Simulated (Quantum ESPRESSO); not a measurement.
**AlCu3 under changes of volume**

One of the cells (12.044 Å³/atom); the others are scaled copies at fixed shape and fractional positions:

```
Cu Al
1.0
     0.00000    2.88801    2.88801
     2.88801    0.00000    2.88801
     2.88801    2.88801    0.00000
Cu Al
3 1
Direct
  0.75000 0.75000 0.75000
  0.25000 0.25000 0.25000
  0.50000 0.50000 0.50000
  0.00000 0.00000 0.00000
```

The cell comes from a database or a generator and needn't be the stable form of this composition.

```yaml
Program: Quantum ESPRESSO 7.5
Functional: r2SCAN
Potentials_or_basis: SG15 PBE 1.2
Cutoff: 1197 eV
Density_cutoff: 4789 eV
k_mesh: 4 × 4 × 4
Occupations: fermi-dirac, width 0.05 eV
Spin: no spin polarisation
```

```tsv
volume (Å³/atom)	energy over the lowest point (meV/atom)	pressure (GPa)
11.321	?	?
11.562	16.95	8.8
11.803	6.37	5.2
12.044	0.90	1.9
12.285	0.00	-0.9
12.526	3.20	-3.5
12.767	10.06	-5.8
```

Q: What does the run at 11.321 Å³/atom give?

A: Energy over the lowest point 33.29 meV/atom; pressure 12.8 GPa.

Worked out: A Birch-Murnaghan fit of order 3 (a polynomial in V^(-2/3)) to the other rows has its minimum at 12.21 Å³/atom with B0 = V·E''(V) = 142 GPa and B' = 4.6. It gives 33.24 meV/atom at 11.321 Å³/atom, against the run's 33.29, and -dE/dV = 12.9 GPa, against 12.8.

Energies are extrapolated to zero smearing.

Caveats: all runs use coarse meshes; the potentials were made for another functional, which shifts forces and pressure.
